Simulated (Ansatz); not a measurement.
AgCl: what symmetry allows forces and stress to be

```xyz
4
Lattice="3.9798 0.0000 0.0393 0.0000 4.1023 0.0000 -0.5008 0.0000 5.7229" Properties=species:S:1:pos:R:3 pbc="T T T"
Ag    0.6002    1.0256    1.2159
Ag    2.8788    3.0767    4.5463
Cl    2.7353    3.0767    1.5855
Cl    0.7436    1.0256    4.1767
```

Level of theory: DFT PBE, scalar-relativistic, plane waves, PAW (Ansatz 0.2.0).

Plane waves to 420 eV, a k mesh through Γ of 8×8×6 on the computed 4-atom cell and Gaussian smearing (0.02 eV); no spin polarisation.

This distorted cell has space group P2_1/m, with 4 operations.

Question: Without a calculation: in which directions can each atom feel a force?

Answer: A force must be left unchanged by every operation that keeps its atom in place, so it lies in the space that those operations leave fixed. Atoms that the group maps onto each other feel forces of one size.
```tsv
atom	site symmetry	operations at the site	equivalent to atom	allowed force (Cartesian)
Ag1	m	2	1	in the plane normal to (0.00, 1.00, 0.00)
Ag2	m	2	1	in the plane normal to (0.00, 1.00, 0.00)
Cl3	m	2	3	in the plane normal to (0.00, 1.00, 0.00)
Cl4	m	2	3	in the plane normal to (0.00, 1.00, 0.00)
```

That leaves 4 independent force components of 12. A relaxation in this cell that keeps the symmetry moves the atoms in these directions alone.

Question: And the stress tensor?

Answer: It must be invariant under the point group, which leaves 4 independent components: yz, xy vanish.

Question: Do the computed values obey this?

Answer: Yes. Forces (eV/Å):
```
Ag1  0.051  0.000  0.054
Ag2 -0.051  0.000 -0.054
Cl3  0.019  0.000 -0.219
Cl4 -0.019  0.000  0.219
```

Stress (GPa, compression positive, xx yy zz yz xz xy): -2.13 -2.44 -2.61 0.00 0.21 0.00. The program imposes the same operations on density, forces and stress, so this confirms the analysis and is no independent test of the calculation.

This form isn't the usual stable structure of the compound.